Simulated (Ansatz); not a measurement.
# GaN: the cost of one run

Program: Ansatz 0.2.0. Level of theory: DFT PBEsol, scalar-relativistic, plane waves, PAW, and further levels as typed in the inputs. These are calculated values, not measurements.

### 1 The starting structure

Symmetry: P6_3mc, No. 186, hexagonal system. The conventional cell has a = 3.190 Å, b = 3.190 Å, c = 5.190 Å, α = 90.00°, β = 90.00°, γ = 120.00°. Ga (site symmetry 3m) is surrounded by 4 N at 1.95 to 1.96 Å. Around N (site symmetry 3m) lie 4 Ga at 1.95 to 1.96 Å.

As a file:

```xyz
4
Lattice="3.1900 0.0000 0.0000 -1.5950 2.7626 0.0000 0.0000 0.0000 5.1900" Properties=species:S:1:pos:R:3 pbc="T T T"
Ga    0.0000    1.8417    0.0000
Ga    1.5950    0.9209    2.5950
N     0.0000    1.8417    1.9566
N     1.5950    0.9209    4.5516
```

### 2 Relaxing cell and atoms: GaN, no spin

The input, input.yaml:

```yaml
crystal:
  lattice:
    - [3.19, 0.0, 0.0]
    - [-1.595, 2.7626210381, 0.0]
    - [0.0, 0.0, 5.19]
  atoms:
    - { symbol: Ga, position: [0.3333333333, 0.6666666667, 0.0] }
    - { symbol: Ga, position: [0.6666666667, 0.3333333333, 0.5] }
    - { symbol: "N", position: [0.3333333333, 0.6666666667, 0.377] }
    - { symbol: "N", position: [0.6666666667, 0.3333333333, 0.877] }
scf:
  occupations: { method: fixed }
  n_extra_bands: 4
output:
  forces: true
  stress: true
  write_density: true
  write_potential: true
  elf: true
  volumetric_format: npy
kpoints:
  mp_grid: { grid: [8, 8, 6] }
hamiltonian:
  xc: pbesol
relax:
  f_tol: 0.005
  max_steps: 120
  cell: { fix: [a, b, angles] }
```

Command:

```bash
ansatz run input.yaml --threads 4 --pin off --max-ram 11264MiB --backend cpu --events-out ev --progress --plain --runs-dir out
```

**Question.** How long does this run take on 4 threads of AMD EPYC 9R45 (Zen 5), shared host, and how much memory does it need?

About 1.6 s, with a peak of 0.47 GiB.
